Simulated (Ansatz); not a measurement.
# MoS2 (P-3m1) in Ansatz: equation of state

Aim: energy against volume of MoS2 in PBE, for its equilibrium volume and stiffness.

Everything below comes from runs of Ansatz 0.2.0. Logs are shortened: lines on timing, memory, paths and dates and some standing lists are left out, and cuts for length are marked.

### 1 Starting point

Symmetry: P-3m1, No. 164, trigonal system. Conventional cell: a = 3.227 Å, b = 3.227 Å, c = 6.312 Å, α = 90.00°, β = 90.00°, γ = 120.00°. Mo (site symmetry -3m) has 6 S at 2.42 Å as nearest neighbours. Around S (site symmetry 3m) lie 3 Mo at 2.42 Å.

Measurements of this composition are mostly on another form, of space group No. 194.

### 2 Single point, PBE, 17.84 Å³/atom (volume scaled by 0.94)

The input, input.yaml:

```yaml
crystal:
  lattice:
    - [3.1615794509, 0.0, 0.0]
    - [-1.5807897255, 2.7380081205, 0.0]
    - [0.0, 0.0, 6.1836112739]
  atoms:
    - { symbol: Mo, position: [0.0, 0.0, 0.5] }
    - { symbol: S, position: [0.6666666667, 0.3333333333, 0.74468068] }
    - { symbol: S, position: [0.3333333333, 0.6666666667, 0.25531932] }
hamiltonian:
  xc: pbe
  pseudopotentials: { kind: paw }
kpoints:
  mp_grid: { grid: [9, 9, 4] }
scf:
  occupations: { method: fermi_dirac, width: 0.05 }
output:
  forces: true
  stress: true
  eigenvalues: true
```

Potentials or basis: Ansatz PAW.

The run is started by

```bash
$ ansatz run input.yaml --threads 2 --pin off --max-ram 5120MiB --backend cpu --events-out ev --progress --plain --runs-dir out
```

Output:

```text
Warning: RAYON_NUM_THREADS=2 ignored (pool sized by the plan → 2); use --threads N
Engine: ansatz 0.2.0, aarch64-unknown-linux-gnu
Pseudopotentials: kind: paw
Pseudopotential: Mo, paw, valence charge 14, recommended cutoff 420 eV (normal), Mo.paw.azcp
Pseudopotential: S, paw, valence charge 6, recommended cutoff 420 eV (normal), S.paw.azcp
Functional definition: PBE
  parameter kappa = 0.804
  parameter beta = 0.06672455060314922
  exchange = pbe_x(kappa = kappa, mu = beta*pi^2/3)
  correlation = pbe_c(beta = beta)
Crystal: 3 atoms, lattice volume = 53.528 Å³
Basis set: ecut = 420 eV, 1053 PW (Γ), exchange–correlation on 48×48×90 points (8 copies of the dense FFT grid, shifted against one another)
Bands: 17, of which v1, the nominal top of the filled ones, is band 13 counted from 1 (12 counted from 0)
Symmetry: 12 space group operations
Space group: P-3m1 (ITA 164), of the structure as read, at distance tolerance 3.8e-5 Å
k-points: 43 of 324
Non-local potential: Mo, projectors of the file, l = 0: 3, l = 1: 2, l = 2: 2, l = 3: 1
Non-local potential: S, projectors of the file, l = 0: 2, l = 1: 2, l = 2: 2
PAW form: soft (Blöchl's): semilocal exchange-correlation on the pseudo side does not see the compensation charge
PAW one-centre angular grid: Mo, 590 points (default); XC on 64 Gauss nodes
PAW one-centre angular grid: S, 110 points (default); XC on 64 Gauss nodes
Initial density: superposition of atomic densities (neutral atoms: chi_scale 0, normalization atom), corrected by the library's trained network
Initial wavefunctions: pseudopotential atomic-orbital guess
Functional: x = pbe(κ = 0.804, μ = 0.2195149727645171), c = pbe(β = 0.06672455060314922)
SCF iter   1: F=—  HF=-6761.861866 eV  |F-HF|=—  |Δ(HF+E_count)|=         —  Δρ=6.33e-3  dr2=2.00e-2  ethr=1.77e-3  ⟨swp⟩=6.0  Hψ=4079  notcnv=0
preconditioner: auto → LDOS  [metal: Δε(μ)=0.002 eV  Ē_g=8.212 eV  σ=0.050 eV  W_gap=0.01  n_scr=10 (ndim 8)  ℏωp=21.5 eV  f_vac=0.020  D(μ)=1.01/eV (n_scr^D=2)  β→1.0]
SCF iter   2: F=—  HF=-6761.861838 eV  |F-HF|=—  |Δ(HF+E_count)|=   2.80e-5  Δρ=3.83e-3  dr2=1.91e-2  ethr=7.71e-5  ⟨swp⟩=2.1  Hψ=1698  notcnv=0
SCF iter   3: F=—  HF=-6761.858046 eV  |F-HF|=—  |Δ(HF+E_count)|=   3.79e-3  Δρ=4.54e-4  dr2=1.22e-4  ethr=7.33e-5  ⟨swp⟩=2.0  Hψ=1042  notcnv=0
SCF iter   4: F=—  HF=-6761.858060 eV  |F-HF|=—  |Δ(HF+E_count)|=   1.42e-5  Δρ=1.44e-4  dr2=8.89e-6  ethr=4.71e-7  ⟨swp⟩=2.0  Hψ=1148  notcnv=0
SCF iter   5: F=—  HF=-6761.858000 eV  |F-HF|=—  |Δ(HF+E_count)|=   6.02e-5  Δρ=2.56e-5  dr2=2.51e-7  ethr=3.42e-8  ⟨swp⟩=2.1  Hψ=1079  notcnv=0
SCF iter   6: F=-6761.858000 eV  HF=-6761.858000 eV  |F-HF|=9.90e-9  |Δ(HF+E_count)|=   1.05e-7  Δρ=6.45e-6  dr2=1.03e-8  ethr=3.85e-10  ⟨swp⟩=6.4  Hψ=3280  notcnv=0
SCF 1 converged in 6 iterations: F = -6761.858000 eV  dr2 = 1.03e-8
SCF converged after 6 iterations
Free energy (F): -6761.858000 eV
Harris-Foulkes:  -6761.858000 eV  (|F-HF|=9.90e-9)
Internal energy: -6761.850092 eV  (E = F + TS)
E sigma→0 (E₀):  -6761.854046 eV
Entropy (-TS):   -0.007908 eV (-2.636 meV/atom)
Fermi energy:    11.116066 eV
--- Per-component energies (eV) ---
  E_band       = -157.897361
  E_kinetic    = 659.938632
  E_local      = -2051.533268  (includes V_loc(G=0)·N_el)
  E_nonlocal   = 199.820416
  E_hartree    = 797.053267
  E_xc         = -379.572240
  E_vxc        = -406.433618  (∫ρ·V_xc dr)
  E_paw        = -4401.906234  (= ΣΔE_a)
  E_vpaw       = -153.798373  (= ΣTr[D̂ρ^β])
  E_aug_tail   = 0.000038  (compensation charges beyond the density's cutoff)
  E_ewald      = -1585.650703
  E_smearing   = -0.007908  (= −TS)
  E_closure    = -0.000000  (closes the sum)
  Σ components = -6761.858000   (vs F -6761.858000, Δ=0.00e0)
--- Forces (eV/Å), atoms counted from 1 ---
  atom   1  Mo     0.00000000     0.00000000     0.00000000
  atom   2  S     -0.00000000     0.00000000     1.35788805
  atom   3  S      0.00000000    -0.00000000    -1.35788805
  max |Σ_I F_I| component: 4.63e-18 eV/Å
--- Stress (GPa, compression-positive) ---
        9.195432      -0.000000       0.000000
       -0.000000       9.195432       0.000000
        0.000000       0.000000      13.290292
  P = ⅓ Tr σ = 10.5604 GPa (105.604 kbar)
--- Band table (eV; the first three rows and the last of 43) ---
  k-point 0: bands = ["-50.6458", "-24.7354", "-24.6399", "-24.6399", "-4.1365", "-2.5006", "4.0452", "6.8011", "6.8011", "9.2070", "9.9092", "10.0562", "10.0562", "10.8422", "10.8422", "14.5623", "14.5623"]
  k-point 1: bands = ["-50.6458", "-24.7354", "-24.6399", "-24.6399", "-4.0458", "-2.6615", "4.4112", "6.8058", "6.8058", "8.1122", "10.0525", "10.0525", "10.7056", "10.8046", "10.8046", "14.6539", "14.6539"]
  k-point 2: bands = ["-50.6458", "-24.7354", "-24.6399", "-24.6399", "-3.9328", "-2.8415", "4.8962", "6.8105", "6.8105", "7.2997", "10.0489", "10.0489", "10.7680", "10.7680", "11.0944", "14.7469", "14.7469"]
  k-point 42: bands = ["-50.5982", "-24.9268", "-24.9268", "-24.6383", "-1.8451", "-1.8451", "5.1920", "5.1920", "5.6224", "7.1385", "7.1385", "7.1411", "11.4811", "11.4811", "11.7970", "14.9926", "14.9926"]
```

Wall time 1.2 s (2 threads of Arm Neoverse V1, shared host); peak memory 0.33 GiB.

What came out:

```yaml
Free_energy: -6761.8580 eV
Pressure: 10.6 GPa
Largest_force: 1.358 eV/Å
Band_gap_on_the_k_mesh: none (metal or under the smearing width)
```

Caveat: this functional lacks dispersion, which binds the layers, so the pressure and a relaxed spacing across them are unreliable; forces of over 1 eV/Å show positions far from the minimum, so gaps and moduli don't describe the material at rest.

### 3 Single point, PBE, 18.22 Å³/atom (volume scaled by 0.96)

Edit input.yaml of step 2 so:

```diff
@@ -2,5 +2,5 @@
   lattice:
-    - [3.1615794509, 0.0, 0.0]
-    - [-1.5807897255, 2.7380081205, 0.0]
-    - [0.0, 0.0, 6.1836112739]
+    - [3.1838448285, 0.0, 0.0]
+    - [-1.5919224143, 2.7572905031, 0.0]
+    - [0.0, 0.0, 6.2271592669]
   atoms:
```

Potentials or basis: Ansatz PAW.

The run is started by

```bash
$ ansatz run input.yaml --threads 2 --pin off --max-ram 5120MiB --backend cpu --events-out ev --progress --plain --runs-dir out
```

It took 1.2 s on 2 threads of Arm Neoverse V1, shared host; peak memory 0.33 GiB.

Results (log left out):

```yaml
Free_energy: -6761.9204 eV
Pressure: 7.1 GPa
Largest_force: 0.972 eV/Å
Band_gap_on_the_k_mesh: none (metal or under the smearing width)
```

Caveat: this functional lacks dispersion, which binds the layers, so the pressure and a relaxed spacing across them are unreliable.

### 4 Single point, PBE, 18.60 Å³/atom (volume scaled by 0.98)

Edit input.yaml of step 3 so:

```diff
@@ -2,5 +2,5 @@
   lattice:
-    - [3.1838448285, 0.0, 0.0]
-    - [-1.5919224143, 2.7572905031, 0.0]
-    - [0.0, 0.0, 6.2271592669]
+    - [3.2058030729, 0.0, 0.0]
+    - [-1.6029015365, 2.7763069006, 0.0]
+    - [0.0, 0.0, 6.27010655]
   atoms:
```

The run is started by

```bash
$ ansatz run input.yaml --threads 2 --pin off --max-ram 5120MiB --backend cpu --events-out ev --progress --plain --runs-dir out
```

Run time: 1.3 s. Hardware: 2 threads of Arm Neoverse V1, shared host; peak memory 0.33 GiB.

Results (log left out):

```yaml
Free_energy: -6761.9592 eV
Pressure: 3.9 GPa
Largest_force: 0.615 eV/Å
Band_gap_on_the_k_mesh: none (metal or under the smearing width)
```

Caveat: this functional lacks dispersion, which binds the layers, so the pressure and a relaxed spacing across them are unreliable.

### 5 Single point, PBE, 18.98 Å³/atom

Edit input.yaml of step 4 so:

```diff
@@ -2,5 +2,5 @@
   lattice:
-    - [3.2058030729, 0.0, 0.0]
-    - [-1.6029015365, 2.7763069006, 0.0]
-    - [0.0, 0.0, 6.27010655]
+    - [3.2274645616, 0.0, 0.0]
+    - [-1.6137322808, 2.7950663001, 0.0]
+    - [0.0, 0.0, 6.31247342]
   atoms:
```

The run is started by

```bash
$ ansatz run input.yaml --threads 2 --pin off --max-ram 5120MiB --backend cpu --events-out ev --progress --plain --runs-dir out
```

Run time: 1.3 s. Hardware: 2 threads of Arm Neoverse V1, shared host; peak memory 0.34 GiB.

Results (log left out):

```
Free energy            : -6761.9767 eV
Pressure               : 1.1 GPa
Largest force          : 0.284 eV/Å
Band gap on the k mesh : none (metal or under the smearing width)
```

Caveat: this functional lacks dispersion, which binds the layers, so the pressure and a relaxed spacing across them are unreliable.

### 6 Single point, PBE, 19.36 Å³/atom (volume scaled by 1.02)

Edit input.yaml of step 5 so:

```diff
@@ -2,5 +2,5 @@
   lattice:
-    - [3.2274645616, 0.0, 0.0]
-    - [-1.6137322808, 2.7950663001, 0.0]
-    - [0.0, 0.0, 6.31247342]
+    - [3.248839122, 0.0, 0.0]
+    - [-1.624419561, 2.8135772124, 0.0]
+    - [0.0, 0.0, 6.3542790981]
   atoms:
```

Potentials or basis: Ansatz PAW.

The run is started by

```bash
$ ansatz run input.yaml --threads 2 --pin off --max-ram 5120MiB --backend cpu --events-out ev --progress --plain --runs-dir out
```

It took 1.3 s on 2 threads of Arm Neoverse V1, shared host; peak memory 0.34 GiB.

Results (log left out):

- Free energy: -6761.9752 eV
- Pressure: -1.5 GPa
- Largest force: 0.023 eV/Å
- Band gap on the k mesh: none (metal or under the smearing width)

Caveat: this functional lacks dispersion, which binds the layers, so the pressure and a relaxed spacing across them are unreliable.

### 7 Single point, PBE, 19.74 Å³/atom (volume scaled by 1.04)

Edit input.yaml of step 6 so:

```diff
@@ -2,5 +2,5 @@
   lattice:
-    - [3.248839122, 0.0, 0.0]
-    - [-1.624419561, 2.8135772124, 0.0]
-    - [0.0, 0.0, 6.3542790981]
+    - [3.2699360711, 0.0, 0.0]
+    - [-1.6349680355, 2.8318477062, 0.0]
+    - [0.0, 0.0, 6.3955418068]
   atoms:
```

The run is started by

```bash
$ ansatz run input.yaml --threads 2 --pin off --max-ram 5120MiB --backend cpu --events-out ev --progress --plain --runs-dir out
```

Run time: 1.3 s. Hardware: 2 threads of Arm Neoverse V1, shared host; peak memory 0.34 GiB.

The run converged. Its results:

| Property | Result |
| --- | --- |
| Free energy | -6761.9567 eV |
| Pressure | -3.7 GPa |
| Largest force | 0.307 eV/Å |
| Band gap on the k mesh | none (metal or under the smearing width) |

Caveat: this functional lacks dispersion, which binds the layers, so the pressure and a relaxed spacing across them are unreliable.

### 8 Single point, PBE, 20.12 Å³/atom (volume scaled by 1.06)

Edit input.yaml of step 7 so:

```diff
@@ -2,5 +2,5 @@
   lattice:
-    - [3.2699360711, 0.0, 0.0]
-    - [-1.6349680355, 2.8318477062, 0.0]
-    - [0.0, 0.0, 6.3955418068]
+    - [3.2907642509, 0.0, 0.0]
+    - [-1.6453821255, 2.8498854391, 0.0]
+    - [0.0, 0.0, 6.4362788402]
   atoms:
```

The run is started by

```bash
$ ansatz run input.yaml --threads 2 --pin off --max-ram 5120MiB --backend cpu --events-out ev --progress --plain --runs-dir out
```

It took 1.3 s on 2 threads of Arm Neoverse V1, shared host; peak memory 0.34 GiB.

It converged, with:

```
Free energy            : -6761.9228 eV
Pressure               : -5.8 GPa
Largest force          : 0.570 eV/Å
Band gap on the k mesh : none (metal or under the smearing width)
```

Caveat: this functional lacks dispersion, which binds the layers, so the pressure and a relaxed spacing across them are unreliable.

### 9 Equation of state, PBE

Potentials or basis: Ansatz PAW.

No new run: the results of the series are fitted here.

Results:

```
Equilibrium volume                        : 19.14 Å³/atom
Bulk modulus at fixed shape and positions : 129 GPa
Pressure derivative of the bulk modulus   : 4.4
```

Energy against volume, from the lowest point:
```csv
volume (Å³/atom),energy (meV/atom)
17.843,39.57
18.222,18.78
18.602,5.85
18.982,0.00
19.361,0.49
19.741,6.68
20.120,17.98
```

Caveat: the cell was scaled at fixed shape and fractional positions, which overstates the stiffness of a crystal with free parameters, most of all of layers and chains; this functional lacks dispersion, which binds the layers, so the pressure and a relaxed spacing across them are unreliable.
